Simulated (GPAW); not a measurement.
**WC (Qusongite): single point with r2SCAN+U**

WC (Qusongite):

```
CELL_PARAMETERS angstrom
2.90650 0.00000 0.00000
-1.45325 2.51710 0.00000
0.00000 0.00000 2.83660
ATOMIC_POSITIONS crystal
W 0.00000 0.00000 0.00000
C 0.66667 0.33333 0.50000
```

- Program: GPAW 26.7.0
- Task: single point
- Functional: r2SCAN
- Potentials or basis: GPAW PAW data sets (gpaw-data 1.2.1)
- Cutoff: 600 eV
- Basis: pw
- k mesh: 8 × 8 × 8
- Occupations: fermi-dirac, width 0.05 eV
- Spin: no spin polarisation
- Hubbard terms: W d U = 2 eV

```json
{
  "Pressure": "3.1 GPa",
  "Band gap on the k mesh": "none (metal or under the smearing width)"
}
```

Stress tensor (GPa, compression positive):
```
4.14 0.00 0.00
0.00 4.14 0.00
0.00 0.00 1.12
```

Levels at points of the mesh, in eV from the Fermi level:
| k point | band 5 | band 6 | band 7 | band 8 | band 9 | band 10 | band 11 | band 12 | band 13 | band 14 |
| --- | --- | --- | --- | --- | --- | --- | --- | --- | --- | --- |
| (0.00, 0.00, 0.00) | -15.31 | -4.58 | -3.53 | -3.53 | 0.01 | 3.52 | 3.52 | 5.92 | 5.92 | 6.76 |
| (0.00, 0.00, 0.50) | -11.24 | -9.08 | -2.08 | -2.08 | -0.61 | -0.61 | 3.71 | 4.87 | 4.87 | 10.57 |
| (0.50, 0.50, 0.00) | -11.90 | -7.42 | -3.77 | -3.75 | -0.59 | 2.59 | 4.73 | 5.04 | 7.32 | 10.08 |
| (0.50, 0.50, 0.50) | -12.03 | -6.78 | -4.47 | -4.46 | 0.12 | 4.59 | 5.38 | 7.01 | 9.72 | 10.67 |

Run time: 50 s on 1 thread of Arm Neoverse V1, with other jobs on the host, peak memory 0.27 GiB.

Caveat: the cutoff is short for stress and forces, so pressures can be off by a GPa or more; the PAW data sets were made with another functional, which shifts forces and pressure a little; U without spin polarisation on a metal has little footing; the U is typed as a test and isn't derived for this compound. Spin-orbit coupling is left out, which matters for the levels of W.
